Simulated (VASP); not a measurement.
A VASP 6.6.1 single-point calculation on GaN

INCAR

```
IBRION = -1
PREC = Accurate
ISPIN = 2
ENCUT = 520
EDIFF = 1E-7
LASPH = .TRUE.
LWAVE = .FALSE.
ISIF = 2
NSW = 0
GGA = PE
MAGMOM = 3 3
ISMEAR = 0
LREAL = .FALSE.
NELM = 87
NBANDS = 16
LCHARG = .FALSE.
SIGMA = 0.01
```

KPOINTS

```
KPOINTS created by Atomic Simulation Environment
0
Gamma
10 10 10
0 0 0
```

POSCAR

```
Ga N
 1.0000000000000000
     0.0000000000000000    2.1717706912999999    2.0512806768999998
     2.1717706912999999    0.0000000000000000    2.0512806768999998
     2.1717706912999999    2.1717706912999999    0.0000000000000000
 Ga  N
   1   1
Cartesian
  0.0000000000000000  0.0000000000000000  0.0000000000000000
  2.1717706912999999  2.1717706912999999  2.0512806768999998
```

The recommended PBE PAW datasets give the neutral cell 18 valence electrons.

Command

```
mpirun -np 1 vasp_std
```

OSZICAR

```
N       E                     dE             d eps       ncg     rms          rms(c)
DAV:   1     0.819136173740E+02    0.81914E+02   -0.96347E+03  7384   0.215E+03
DAV:   2    -0.280218789231E+01   -0.84716E+02   -0.78773E+02  7568   0.325E+02
DAV:   3    -0.756108249812E+01   -0.47589E+01   -0.47274E+01  7520   0.654E+01
DAV:   4    -0.760531007549E+01   -0.44228E-01   -0.44218E-01  8224   0.664E+00
DAV:   5    -0.760580087745E+01   -0.49080E-03   -0.49080E-03  7736   0.641E-01    0.245E+01
DAV:   6    -0.105887533185E+02   -0.29830E+01   -0.43589E+00  8952   0.362E+01    0.965E+00
DAV:   7    -0.111813559363E+02   -0.59260E+00   -0.29276E-01  7648   0.541E+00    0.278E+00
DAV:   8    -0.111902087878E+02   -0.88529E-02   -0.13999E-02  7600   0.131E+00    0.108E+00
DAV:   9    -0.111827131595E+02    0.74956E-02   -0.79341E-03  7984   0.111E+00    0.417E-01
DAV:  10    -0.111829030406E+02   -0.18988E-03   -0.75873E-04  8560   0.397E-01    0.110E-01
DAV:  11    -0.111829130324E+02   -0.99918E-05   -0.14044E-04  8240   0.239E-01    0.407E-02
DAV:  12    -0.111829051523E+02    0.78800E-05   -0.36763E-05  8176   0.132E-01    0.150E-02
DAV:  13    -0.111828929827E+02    0.12170E-04   -0.64961E-06  8760   0.544E-02    0.585E-03
DAV:  14    -0.111828928170E+02    0.16571E-06   -0.53647E-07  7648   0.716E-03    0.219E-03
DAV:  15    -0.111828928590E+02   -0.41946E-07   -0.17661E-07  6672   0.406E-03
   1 F= -.11182893E+02 E0= -.11182893E+02  d E =-.364680E-16  mag=     0.0000
```

Standard output (part)

```
POSCAR found type information on POSCAR GaN
 POSCAR found :  2 types and       2 ions
 LDA part: xc-table for (Slater+PW92), standard interpolation
 POSCAR, INCAR and KPOINTS ok, starting setup
 WAVECAR not read
 entering main loop
```

It converged. Results: pressure 2.8 GPa; magnetic moment of the cell 0.00 μB.

For comparison, a separate PBE run of the intended cell, on usual settings and not on those above, gives a gap of 0.14 eV on its mesh and a pressure of 2.8 GPa.

The run above took about 39 s on one core of a shared host (Intel Xeon Platinum 8488C) and held 0.18 GiB at most.
